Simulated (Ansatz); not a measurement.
## An elastic constant from a strain scan in GaSb

Level of theory: DFT r2SCAN, scalar-relativistic, plane waves, PAW in Ansatz. Cutoff 500 eV, Γ-centred 10×10×10 k-points, Gaussian smearing of 0.05 eV. Spin–orbit coupling is left out, which matters for the heavy elements here. No spin polarisation. Energies are free energies at this smearing, counted from the undisturbed cell; pressure is positive in compression.

The starting cell (as given, not relaxed at this level; it stands at 0.4 GPa):

```
CELL_PARAMETERS angstrom
0.00000 3.05900 3.05900
3.05900 0.00000 3.05900
3.05900 3.05900 0.00000
ATOMIC_POSITIONS crystal
Ga 0.00000 0.00000 0.00000
Sb 0.75000 0.75000 0.75000
```

The cell is strained by ε times the Voigt pattern (1, 0, 0, 0, 0, 0) (xx, yy, zz, yz, xz, xy; engineering shear) with fractional coordinates fixed. The cell holds 2 atoms in V0 = 57.25 Å³. The stress column is τ = (1/V0) dE/dε, got from the stress tensor σ (compression positive) at each point as −det(1 + εP) σ : P(1 + εP)⁻¹, with P the pattern as a tensor.

```csv
ε,ΔE (meV/atom),τ (GPa)
-0.0600,33.965,-6.087
-0.0450,19.672,-4.588
-0.0300,9.332,-3.136
-0.0150,2.820,-1.732
0.0000,0.000,-0.380
0.0150,0.737,0.920
0.0300,4.884,2.165
0.0450,12.272,3.331
0.0525,17.104,3.880
0.0600,?,?
```

Question: Which combination of elastic constants does this scan measure, and how large is it?

Answer: For small ε, τ = τ0 + Kε with K = pᵀCp, which for this pattern is C11 in the cubic axes. The parabola through τ at ε = -0.0150, 0 and 0.0150 has slope K = 88 GPa at zero. The energies per cell, E = NΔE, of the same two points give K = 2[E(ε₊)/ε₊ − E(ε₋)/ε₋]/[(ε₊ − ε₋)V0] = 88 GPa, in agreement.

Question: Predict the withheld row at ε = 0.0600 from the harmonic law, and compare.

Answer: ΔE = V0(τ0 ε + Kε²/2)/N = 24.364 meV/atom and τ = 4.93 GPa. The calculation gives 22.675 meV/atom and 4.43 GPa: the energy lies 7 % below the harmonic value, as bonds soften when stretched.

The gap closes along the scan, which can put kinks into the curve.